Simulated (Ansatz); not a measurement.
O vacancy in ZnO

Theory: DFT PBE, scalar-relativistic, plane waves, PAW (Ansatz). Run with 420 eV cutoff, 2×2×2 k-mesh, shifted by half a step, Gaussian smearing of 0.01 eV, collinear spin in charge +1 alone.

Host crystal, relaxed:

```
Zn O
1.0
     3.27939    0.00000    0.00000
    -1.63970    2.84004    0.00000
     0.00000    0.00000    5.29323
Zn O
2 2
Direct
  0.66667 0.33333 0.50060
  0.33333 0.66667 0.00060
  0.66667 0.33333 0.87971
  0.33333 0.66667 0.37971
```

Supercell of 48 atoms, rows in host cell vectors: -2 -2 1; 2 0 1; 0 2 1. Atoms relax at the host's cell, keeping the symmetry that the supercell leaves at the site. The cell is small, so energies carry finite-size errors of tenths of an eV. The host's Kohn–Sham gap is 0.74 eV.

Defect: O vacancy, charge +2.

Command:

```bash
ansatz run input.yaml --threads 4 --pin off --max-ram 10240MiB --backend cpu --events-out ev --progress --plain --runs-dir out
```

The input:

```yaml
crystal:
  lattice:
    - [-3.2793907795, -5.6800714478, 5.2932331742]
    - [6.5587815588, -1.0e-10, 5.2932331742]
    - [-3.2793907794, 5.6800714478, 5.2932331742]
  atoms:
    - { symbol: Zn, position: [0.65660642, 0.4899397533, 0.3232730867] }
    - { symbol: Zn, position: [0.4988407482, 0.3328329056, 0.667253337] }
    - { symbol: Zn, position: [0.8323984789, 0.6686494434, 0.000152972] }
    - { symbol: Zn, position: [0.4994995723, 0.8339200037, 0.1655074148] }
    - { symbol: Zn, position: [0.8353161101, 0.1668196386, 0.4990651456] }
    - { symbol: Zn, position: [0.0005866704, 0.3321740815, 0.166166239] }
    - { symbol: Zn, position: [0.3334863053, 0.6657318122, 0.5019827768] }
    - { symbol: Zn, position: [0.6668536968, 0.0007548348, 0.8350726487] }
    - { symbol: Zn, position: [0.168405982, 0.5001870301, 0.8340881682] }
    - { symbol: Zn, position: [0.1674215015, 0.0017393153, 0.3335203634] }
    - { symbol: Zn, position: [-0.0003081663, 0.833025167, 0.6663585003] }
    - { symbol: Zn, position: [0.3336788055, 0.1670121388, 0.0003454722] }
    - { symbol: Zn, position: [0.4986783438, 0.1656909665, 0.3332853498] }
    - { symbol: Zn, position: [0.3324824354, 0.0010498952, 0.6684571702] }
    - { symbol: Zn, position: [0.6666186831, 0.3320116771, -0.0009757002] }
    - { symbol: Zn, position: [0.3323576331, 0.4999520165, 0.1653450105] }
    - { symbol: Zn, position: [0.658880355, 0.8465080942, 0.5030833276] }
    - { symbol: Zn, position: [0.8344424861, 0.0015850848, 0.1667814518] }
    - { symbol: Zn, position: [0.1682517515, 0.3334481185, 0.5011091527] }
    - { symbol: Zn, position: [0.5001147851, 0.6677758194, 0.8349184181] }
    - { symbol: Zn, position: [0.0017905036, 0.1658157687, 0.8343832286] }
    - { symbol: Zn, position: [0.0131747608, 0.6697499943, 0.3255470217] }
    - { symbol: Zn, position: [0.836416661, 0.4922136883, 0.6798414275] }
    - { symbol: Zn, position: [0.1677165619, 0.8351238369, -0.0008508979] }
    - { symbol: O, position: [0.6265889554, 0.4609576585, 0.7915098518] }
    - { symbol: O, position: [0.9588905226, 0.7929588172, 0.1273662449] }
    - { symbol: O, position: [0.6276243252, 0.9581765184, 0.2932556221] }
    - { symbol: O, position: [0.9596254838, 0.2940329116, 0.6255571892] }
    - { symbol: O, position: [0.1248431851, 0.4599222887, 0.2942909919] }
    - { symbol: O, position: [0.4606995782, 0.7922238559, 0.6262921505] }
    - { symbol: O, position: [0.7940945119, 0.1270334896, 0.9596314817] }
    - { symbol: O, position: [0.292964815, 0.6274278452, 0.960366823] }
    - { symbol: O, position: [0.2937001563, 0.1262981483, 0.4607611785] }
    - { symbol: O, position: [0.1256326299, 0.9589659633, 0.7922992966] }
    - { symbol: O, position: [0.4608565438, 0.2941898771, 0.1275232105] }
    - { symbol: O, position: [0.6276061946, 0.2934790905, 0.4604178582] }
    - { symbol: O, position: [0.4603334207, 0.1263919838, 0.7935353092] }
    - { symbol: O, position: [0.7937511916, 0.4609395279, 0.1268124238] }
    - { symbol: O, position: [0.4601457571, 0.6270845249, 0.2942728613] }
    - { symbol: O, position: [0.7929737768, 0.959159998, 0.62590126] }
    - { symbol: O, position: [0.9603459355, 0.1266420139, 0.2932261704] }
    - { symbol: O, position: [0.2933086805, 0.4598928371, 0.6270126022] }
    - { symbol: O, position: [0.6265595037, 0.7936792688, 0.9599753472] }
    - { symbol: O, position: [0.1268686426, 0.293666754, 0.9597253171] }
    - { symbol: O, position: [0.1258266646, 0.7925679267, 0.4596404435] }
    - { symbol: O, position: [0.9592345934, 0.6263071101, 0.7924933313] }
    - { symbol: O, position: [0.2930586505, 0.9602019759, 0.1270000873] }
  host:
    lattice:
      - [3.2793907794, 0.0, 0.0]
      - [-1.6396953897, 2.8400357239, 0.0]
      - [0.0, 0.0, 5.2932331742]
    atoms:
      - { symbol: Zn, position: [0.6666666667, 0.3333333333, 0.5006044116] }
      - { symbol: Zn, position: [0.3333333333, 0.6666666667, 0.0006044116] }
      - { symbol: O, position: [0.6666666667, 0.3333333333, 0.8797055884] }
      - { symbol: O, position: [0.3333333333, 0.6666666667, 0.3797055884] }
total_charge: 2
basis:
  ecutwfc: 420
  xc_grid: 2
kpoints:
  mp_grid: { grid: [2, 2, 2], shift: [0.5, 0.5, 0.5] }
hamiltonian:
  xc: pbe
scf:
  occupations: { method: gaussian, width: 0.01 }
output:
  forces: true
  stress: false
  eigenvalues: true
  charged_corrections:
    defect_position: [0.7932352, 0.62656853, 0.45990186]
    epsilon: [[10.5528, 0.0, 0.0], [0.0, 10.5528, 0.0], [0.0, 0.0, 11.5878]]
  write_density: true
  write_potential: true
  elf: true
  volumetric_format: npy
relax:
  adjacent_minimum: "off"
  f_tol: 0.025
  max_steps: 45
```

From the output:

```
Warning: RAYON_NUM_THREADS=4 ignored (pool sized by the plan → 4); use --threads N
Crystal: 47 atoms, lattice volume = 591.588 Å³
Basis set: ecut = 420 eV, 11543 PW (Γ), exchange–correlation on 120×120×120 points (8 copies of the dense FFT grid, shifted against one another)
Bands: 259, of which v1, the nominal top of the filled ones, is band 212 counted from 1 (211 counted from 0)
Symmetry: 3 space group operations
Space group: R3 (ITA 146), of the structure as read, at distance tolerance 8.4e-5 Å
k-points: 2 of 8 (time reversal used)
relax step   1: F+E_penalty+E_count = -92730.39877215 eV  Δ(F+E_penalty+E_count) = +0.000e0 eV  max|allowed force component| = 9.836e-1 eV/Å  Δτ_max = 0.0000 Å
relax step   2: F+E_penalty+E_count = -92730.78120577 eV  Δ(F+E_penalty+E_count) = -3.824e-1 eV  max|allowed force component| = 6.241e-1 eV/Å  Δτ_max = 0.1312 Å
relax step   3: F+E_penalty+E_count = -92731.00368423 eV  Δ(F+E_penalty+E_count) = -2.225e-1 eV  max|allowed force component| = 1.252e-1 eV/Å  Δτ_max = 0.1948 Å
relax step   4: F+E_penalty+E_count = -92731.00917798 eV  Δ(F+E_penalty+E_count) = -5.494e-3 eV  max|allowed force component| = 4.721e-2 eV/Å  Δτ_max = 0.0147 Å
relax step   5: F+E_penalty+E_count = -92731.01028995 eV  Δ(F+E_penalty+E_count) = -1.112e-3 eV  max|allowed force component| = 2.677e-3 eV/Å  Δτ_max = 0.0075 Å
SCF converged after 7 iterations
Free energy (F): -92731.010290 eV
E sigma→0 (E₀):  -92731.010290 eV
Fermi energy:    7.355144 eV
```

The relaxation gained 0.61 eV in 5 steps. Time: 68 s on 4 threads of Intel(R) Xeon(R) 6975P-C (Granite Rapids), with other jobs on the host, peak memory 1.8 GiB.